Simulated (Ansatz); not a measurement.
Structure relaxation of Mo

Method: DFT PBEsol, scalar-relativistic, plane waves, PAW in Ansatz. Cutoff 420 eV, Γ-centred k mesh, Gaussian smearing, no spin polarisation in the final step.

The start puts Mo on the simple cubic structure type (Pm-3m, No. 221), at a guessed volume.

```
Mo
1.0
     2.55297    0.00000    0.00000
     0.00000    2.55297    0.00000
     0.00000    0.00000    2.55297
Mo
1
Direct
  0.00000 0.00000 0.00000
```

Cell and atoms relax at zero pressure; the relaxation can't lower the symmetry of the start. After a coarse first stage the cell is made exact in the group found at 0.06 Å.

Energies count from the standard state of Mo at the same level.

(1) Which crystal results?

(2) What are its volume, energy, density and gap?

Results:

(1) It keeps Pm-3m (No. 221). The result has the simple cubic structure. Conventional cell: a = 2.575 Å. Mo is coordinated by 6 Mo at 2.57 Å.

```
Mo
1.0
     2.57494    0.00000    0.00000
     0.00000    2.57494    0.00000
     0.00000    0.00000    2.57494
Mo
1
Direct
  0.00000 0.00000 0.00000
```

(2) The volume per atom is 17.07 Å³, the density is 9.33 g/cm³ and the energy over the standard structure is 1.21 eV/atom. The gap on the 16×16×16 mesh is 0 eV (a metal).

The final run used a 16×16×16 mesh on its 1-atom cell and 0.10 eV smearing. The k mesh leaves about 4 meV/atom of noise in metals. A structure relaxed within its symmetry needn't be a true minimum.